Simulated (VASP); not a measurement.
Write the native input for VASP 6.6.1 that does the following.

| Item | Value |
| --- | --- |
| Task | single point |
| Functional | PBE |
| Dispersion | D3(BJ) |
| Potentials or basis | VASP PAW PBE potentials, release 64 (Sn_d, O) |
| Cutoff | 520 eV |
| k mesh | 8 × 6 × 6 |
| Occupations | gaussian, width 0.02 eV |
| Spin | no spin polarisation |
| Dipole correction | no |
| Further INCAR settings | ALGO = Fast; EDIFF = 1e-06; NBANDS = 28 |

The structure of SnO lies in POSCAR:

```
SnO
1.0
    3.3249318558      0.0000000000      0.0000000000
    0.0000000000      5.6058792095      0.0000000000
    0.0000000000      0.0000000000      3.6585740717
Sn O
2 2
Direct
    0.0000000000      0.2433317483      0.5428882348
    0.5000000000      0.7566682517      0.0428882348
    0.0000000000      0.8751246812      0.7071127652
    0.5000000000      0.1248753188      0.2071127652
```

The cell comes from a database or a generator and needn't be the stable form of this composition.

One way to write it, as run:

INCAR

```
PREC = Accurate ; ENCUT = 520
EDIFF = 1E-6 ; ISMEAR = 0
SIGMA = 0.02 ; LREAL = F
LASPH = T ; NELM = 100
ALGO = Fast ; ISIF = 2
LWAVE = F ; LCHARG = T
GGA = PE ; IVDW = 12
LELF = T ; LVHAR = T
NBANDS = 28
```

KPOINTS

```
Automatic mesh
0
Gamma
  8 6 6
```

Potentials or basis: VASP PAW PBE potentials, release 64 (Sn_d, O).

Launch:

```console
$ cat potpaw_PBE.64/Sn_d/POTCAR potpaw_PBE.64/O/POTCAR > POTCAR
$ mpirun -np 1 vasp_std > vasp.out
```

It gave:

- Pressure: 2.4 GPa
- Largest force: 0.083 eV/Å
- Band gap on the k mesh: 1.06 eV, indirect (least direct gap 1.65 eV)
- Dispersion energy per atom: -0.243 eV

Caveat: spin-orbit coupling is left out, which moves the levels of the heavy elements.

Wall time 62 s on 1 thread of Intel(R) Xeon(R) 6975P-C (Granite Rapids), on a shared host, peak memory 0.27 GiB.
